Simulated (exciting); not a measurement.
# ZrN: single point with PBE

ZrN:

```xyz
2
Lattice="0.0000 2.3000 2.3000 2.3000 0.0000 2.3000 2.3000 2.3000 0.0000" Properties=species:S:1:pos:R:3 pbc="T T T"
Zr    2.3000    2.3000    2.3000
N     0.0000    0.0000    0.0000
```

```
Program                                  : exciting (release sodium)
Task                                     : single point
Functional                               : PBE
Potentials or basis                      : all-electron LAPW+lo, shipped species files, valence relativity iora*
rgkmax                                   : 7.5
k mesh                                   : 10 × 10 × 10
Occupations                              : fermi-dirac, width 0.05 eV
Spin                                     : no spin polarisation
gmaxvr (cutoff of density and potential) : 14 1/bohr
lmaxapw (and lmaxmat)                    : 10
lmaxvr                                   : 8
nempty                                   : 14
Valence relativity                       : iora*
epsengy                                  : 1e-05 Ha
epspot                                   : 1e-05 Ha
maxscl                                   : 60
Muffin-tin radii                         : Zr 2.3, N 1.45 bohr
```

The band gap on the k mesh is none (metal or under the smearing width) and the all electrons inside the program's atomic spheres are Zr 37.29; N 5.45 (radii Zr 2.3, N 1.45 bohr).

Levels at points of the mesh, in eV from the Fermi level:
```csv
k point,band 7,band 8,band 9,band 10,band 11,band 12
"(0.00, 0.00, 0.00)",-2.69,-2.69,-0.43,-0.43,-0.43,1.53
"(0.50, 0.00, 0.00)",-5.68,-5.68,2.94,3.01,3.01,4.68
"(0.50, 0.50, 0.00)",-3.47,-3.20,-3.20,3.29,4.43,4.43
```

Wall time 3.1 min on 1 thread of Arm Neoverse V1, with other jobs on the host, peak memory 0.13 GiB.

Caveat: the log's total energy holds no entropy term; the free energy is that total less TS from the occupations.
